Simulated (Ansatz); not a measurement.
The calculation used Ansatz 0.2.0, DFT PBE, scalar-relativistic, plane waves, PAW. Settings: cutoff 420 eV, Γ-centred meshes spaced at most about 0.3 Å⁻¹, and about 0.25 Å⁻¹ or finer for metals (2π included), Gaussian smearing. No spin polarisation.

Each guess is relaxed in cell and atoms at zero pressure, on a coarse mesh first where it starts far from rest and then on a converged one. The steps can't lower the symmetry of the start, but it can rise. Energies are static (0 K, no zero-point motion).

Two unrelaxed guesses for Si5Ru:

A.

```cif
data_structure
_symmetry_space_group_name_H-M 'P6/mmm'
_symmetry_Int_Tables_number 191
_cell_length_a 4.6002
_cell_length_b 4.6002
_cell_length_c 5.1649
_cell_angle_alpha 90.000
_cell_angle_beta 90.000
_cell_angle_gamma 120.000
_cell_volume 94.66
loop_
_atom_site_label
_atom_site_type_symbol
_atom_site_symmetry_multiplicity
_atom_site_Wyckoff_symbol
_atom_site_fract_x
_atom_site_fract_y
_atom_site_fract_z
_atom_site_occupancy
Si1 Si 3 g 0.50000 0.00000 0.50000 1
Si2 Si 2 c 0.33333 0.66667 0.00000 1
Ru1 Ru 1 a 0.00000 0.00000 0.00000 1
```

B.

```cif
data_structure
_symmetry_space_group_name_H-M 'P6/mmm'
_symmetry_Int_Tables_number 191
_cell_length_a 5.0029
_cell_length_b 5.0029
_cell_length_c 4.0648
_cell_angle_alpha 90.000
_cell_angle_beta 90.000
_cell_angle_gamma 120.000
_cell_volume 88.11
loop_
_atom_site_label
_atom_site_type_symbol
_atom_site_symmetry_multiplicity
_atom_site_Wyckoff_symbol
_atom_site_fract_x
_atom_site_fract_y
_atom_site_fract_z
_atom_site_occupancy
Si1 Si 2 c 0.33333 0.66667 0.00000 1
Si2 Si 3 g 0.50000 0.00000 0.50000 1
Ru1 Ru 1 a 0.00000 0.00000 0.00000 1
```

Task: Do they relax into the same structure? If not, which is lower?

Result: Yes. Both fall into one structure. A: P6/mmm at 15.8 Å³/atom → P6/mmm at 15.2 Å³/atom; B: P6/mmm at 14.7 Å³/atom → P6/mmm at 15.2 Å³/atom. Conventional cell: a = 4.711 Å, c = 4.730 Å. Si on a site of symmetry -6m2 has 9 Si at 2.72–2.73 Å and 3 Ru at 2.72 Å; around Si on a site of symmetry mmm lie 4 Si at 2.36 Å and 4 Si at 2.73 Å; Ru has 6 Si at 2.72 Å and 12 Si at 3.34 Å.

```cif
data_structure
_symmetry_space_group_name_H-M 'P6/mmm'
_symmetry_Int_Tables_number 191
_cell_length_a 4.7112
_cell_length_b 4.7112
_cell_length_c 4.7297
_cell_angle_alpha 90.000
_cell_angle_beta 90.000
_cell_angle_gamma 120.000
_cell_volume 90.91
loop_
_atom_site_label
_atom_site_type_symbol
_atom_site_symmetry_multiplicity
_atom_site_Wyckoff_symbol
_atom_site_fract_x
_atom_site_fract_y
_atom_site_fract_z
_atom_site_occupancy
Si1 Si 2 c 0.33333 0.66667 0.00000 1
Si2 Si 3 g 0.50000 0.00000 0.50000 1
Ru1 Ru 1 a 0.00000 0.00000 0.00000 1
```

Ends held by symmetry can be saddle points. This end isn't the lowest form computed: that has space group F-43m (No. 216) and lies 15 meV/atom below it. Even the lowest of the cells shown lies +0.64 eV/atom against the elements. Some types were kept out of the candidates beforehand, so the set may lack a known form.
